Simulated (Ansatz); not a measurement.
Geometry optimisation in Ansatz: input, command and trajectory.

```yaml
crystal:
  lattice:
    - [1.3991997268, -5.0146556256, 0.0266721232]
    - [1.3991997268, 5.0146556256, 0.0266721232]
    - [-0.0536111124, 0.0, 3.5137967607]
  atoms:
    - { symbol: Ga, position: [0.8802641174, 0.1197358826, 0.25] }
    - { symbol: Ga, position: [0.1197358826, 0.8802641174, 0.75] }
    - { symbol: H, position: [0.7950054947, 0.2049945053, 0.75] }
    - { symbol: H, position: [0.2049945053, 0.7950054947, 0.25] }
basis:
  ecutwfc: 420
kpoints:
  mp_grid: { grid: [14, 14, 10] }
hamiltonian:
  xc: pbe
scf:
  occupations: { method: gaussian, width: 0.1 }
output:
  forces: true
  stress: true
  eigenvalues: true
relax:
  adjacent_minimum: "off"
  f_tol: 0.025
  max_steps: 70
  cell: { stress_tol: 0.12 }
```

```bash
ansatz run input.yaml --threads 2 --pin off --max-ram 5120MiB --backend cpu --events-out ev --progress --plain --runs-dir out
```

These are results of Ansatz 0.2.0, DFT PBE, scalar-relativistic, plane waves, PAW, not measurements.

Of 6 frames 6 are shown, positions in Å and forces in eV/Å; the SCF threshold varies from step to step. Steps run on the plane waves of an earlier cell, with a Pulay correction in the pressure. The basis is chosen afresh for the last frame, the zero of the energies, and can be on the way; energy and pressure step there, also at an unchanged geometry.

```xyz
4
Lattice="1.3992 -5.0147 0.0267 1.3992 5.0147 0.0267 -0.0536 0.0000 3.5138" Properties=species:S:1:pos:R:3:forces:R:3 pbc="T T T" step=1 free_energy_over_end_meV_per_atom=0.76 pressure_GPa=-0.04
Ga    1.3858   -3.8138    0.9051    0.0000    0.0130    0.0000
Ga    1.3590    3.8138    2.6620    0.0000   -0.0130    0.0000
H     1.3590   -2.9587    2.6620    0.0000   -0.0150    0.0000
H     1.3858    2.9587    0.9051    0.0000    0.0150    0.0000
4
Lattice="1.3922 -4.9987 0.0261 1.3922 4.9987 0.0261 -0.0553 0.0000 3.5426" Properties=species:S:1:pos:R:3:forces:R:3 pbc="T T T" step=2 free_energy_over_end_meV_per_atom=0.27 pressure_GPa=-0.06
Ga    1.3784   -3.7977    0.9118    0.0000    0.0010    0.0000
Ga    1.3507    3.7977    2.6831    0.0000   -0.0010    0.0000
H     1.3507   -2.9687    2.6831    0.0000    0.0080    0.0000
H     1.3784    2.9687    0.9118    0.0000   -0.0080    0.0000
4
Lattice="1.3741 -5.0079 0.0254 1.3741 5.0079 0.0254 -0.0568 0.0000 3.5633" Properties=species:S:1:pos:R:3:forces:R:3 pbc="T T T" step=3 free_energy_over_end_meV_per_atom=0.03 pressure_GPa=0.17
Ga    1.3599   -3.7992    0.9162    0.0000   -0.0190    0.0000
Ga    1.3316    3.7992    2.6979    0.0000    0.0190    0.0000
H     1.3316   -2.9792    2.6979    0.0000   -0.0090    0.0000
H     1.3599    2.9792    0.9162    0.0000    0.0090    0.0000
4
Lattice="1.3772 -5.0158 0.0254 1.3772 5.0158 0.0254 -0.0569 0.0000 3.5611" Properties=species:S:1:pos:R:3:forces:R:3 pbc="T T T" step=4 free_energy_over_end_meV_per_atom=0.04 pressure_GPa=-0.12
Ga    1.3630   -3.8127    0.9156    0.0000    0.0350    0.0000
Ga    1.3345    3.8127    2.6962    0.0000   -0.0350    0.0000
H     1.3345   -2.9884    2.6962    0.0000   -0.0030    0.0000
H     1.3630    2.9884    0.9156    0.0000    0.0030    0.0000
4
Lattice="1.3793 -5.0202 0.0253 1.3793 5.0202 0.0253 -0.0572 0.0000 3.5595" Properties=species:S:1:pos:R:3:forces:R:3 pbc="T T T" step=5 free_energy_over_end_meV_per_atom=0.02 pressure_GPa=-0.07
Ga    1.3650   -3.8095    0.9152    0.0000   -0.0030    0.0000
Ga    1.3365    3.8095    2.6949    0.0000    0.0030    0.0000
H     1.3365   -2.9882    2.6949    0.0000   -0.0020    0.0000
H     1.3650    2.9882    0.9152    0.0000    0.0020    0.0000
4
Lattice="1.3793 -5.0202 0.0253 1.3793 5.0202 0.0253 -0.0572 0.0000 3.5595" Properties=species:S:1:pos:R:3:forces:R:3 pbc="T T T" step=6 free_energy_over_end_meV_per_atom=0.00 pressure_GPa=-0.07
Ga    1.3650   -3.8095    0.9152    0.0000   -0.0030    0.0000
Ga    1.3365    3.8095    2.6949    0.0000    0.0030    0.0000
H     1.3365   -2.9882    2.6949    0.0000   -0.0020    0.0000
H     1.3650    2.9882    0.9152    0.0000    0.0020    0.0000
```

The run took 71 s on 2 threads of Arm Neoverse V2, on a shared host, peak memory 0.68 GiB.